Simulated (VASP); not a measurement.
Crystal: C.

```
C
1.0
     2.52210    0.00000    0.00000
    -1.26105    2.18420    0.00000
     0.00000    0.00000    8.23710
C
8
Cartesian
  1.2611 0.7281 6.9501
  0.0000 1.4561 2.8315
  1.2611 0.7281 5.4056
  0.0000 1.4561 1.2870
  0.0000 0.0000 7.4649
  0.0000 0.0000 3.3463
  0.0000 0.0000 4.8908
  0.0000 0.0000 0.7722
```

This is a hexagonal form of diamond, not graphite.

Base run:

* Program: VASP 6.6.1
* Functional: rSCAN
* Potentials or basis: VASP PAW PBE potentials, release 64 (C)
* Cutoff: 520 eV
* k mesh: 12 × 12 × 4
* Occupations: fermi-dirac, width 0.05 eV
* Spin: no spin polarisation

Its results: band gap on the k mesh 4.66 eV, indirect (least direct gap 5.40 eV); pressure -2.9 GPa; largest force 0.360 eV/Å.

Task: After a change of settings the same cell gave: band gap on the k mesh 5.04 eV, indirect (least direct gap 5.66 eV); pressure 4.7 GPa; largest force 0.349 eV/Å. Which change was it?
A. functional from rSCAN to revPBE
B. functional from rSCAN to r2SCAN; further incar settings from ALGO = Normal; EDIFF = 1e-06 to ALGO = Normal; EDIFF = 1e-07
C. functional from rSCAN to LAK
D. functional from rSCAN to PBE; potentials or basis from VASP PAW PBE potentials, release 64 (C) to VASP PAW PBE potentials, release 64 (C_GW); cutoff from 520 eV to 600 eV

Result: C.

Caveats: the PAW data sets were made with another functional, which shifts forces and pressure a little.

Not every run made on this cell is shown here.
